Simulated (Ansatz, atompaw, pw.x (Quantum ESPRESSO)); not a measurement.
## lead (sc): variants of one PAW (atompaw) potential in the solid

```
Element                 : lead
Generator               : atompaw 4.2.0.5
Type                    : PAW
Functional              : PBE
Relativity              : scalar-relativistic
Frozen core             : [Xe] 4f14 5d10
Valence charge          : 4
Reference configuration : 6s1.5 6p2.5
Partial waves           : 6s (bound): rc 2.60 bohr; 6s channel at 2.3 Ry: rc 1.75 bohr; 6p (bound): rc 2.60 bohr; 6p channel at 0.9 Ry: rc 2.60 bohr
Local potential         : bessel scheme, radius 2.25 bohr
Core correction         : smooth core density matched at 1.95 bohr
Augmentation charge     : besselshape compensation charge, radius 2.35 bohr; PAW radius 2.60 bohr; waves and projectors: custom rrkj gramschmidtortho
```

Crystal test: sc Pb in pw.x 7.5, no spin, 10³ k-points, Fermi–Dirac smearing 0.01 Ry, cutoffs set for each file from its atomic test. The reference is all-electron LAPW (Ansatz 0.2.0) with the same functional, mesh and smearing; V0 and B0 come from Birch–Murnaghan fits to the pressures at five volumes. Errors are pseudo minus all-electron; Δ is the rms difference of the E(V) curves that follow from these fits, minima aligned, over ±6 % about the mean V0. Mesh and smearing are coarse, so the numbers serve the comparison and aren't converged zero-temperature values; the lattice is a test structure that the element need not adopt.

All-electron: a0 = 3.254 Å (V0 = 34.44 Å³/atom), B0 = 34.9 GPa.

Base: This is a poor potential for the solid. The pseudo pressure rises with volume over part of the range, a mechanical instability.

2 further variants are left out: they gave no file fit for a test, a broken result, the same result as the base, or pressures whose basis-set error rivals the error shown.

A dash in a converged row means that the minimum lies outside the volumes sampled.

```tsv
change	cutoffs (Ry)	pw.x	mean pressure error (GPa)
base	40/400	converged	-9.35
all radii scaled by about 0.93 (s 2.42, p 2.42 bohr); local potential bessel scheme, radius 2.10 bohr; augmentation besselshape compensation charge, radius 2.20 bohr; PAW radius 2.42 bohr; waves and projectors: custom rrkj gramschmidtortho; core correction smooth core density matched at 1.82 bohr	40/400	converged	-10.39
all radii scaled by about 1.29 (s 3.36, p 3.36 bohr); local potential bessel scheme, radius 2.90 bohr; augmentation besselshape compensation charge, radius 3.04 bohr; PAW radius 3.36 bohr; waves and projectors: custom rrkj gramschmidtortho; core correction smooth core density matched at 2.52 bohr	40/400	converged	-5.74
```

Task: Give the row for: all radii scaled by about 1.14 (s 2.96, p 2.96 bohr); local potential bessel scheme, radius 2.56 bohr; augmentation besselshape compensation charge, radius 2.68 bohr; PAW radius 2.96 bohr; waves and projectors: custom rrkj gramschmidtortho; core correction smooth core density matched at 2.22 bohr.

Result: pw.x: converged; mean pressure error (GPa): -7.61.
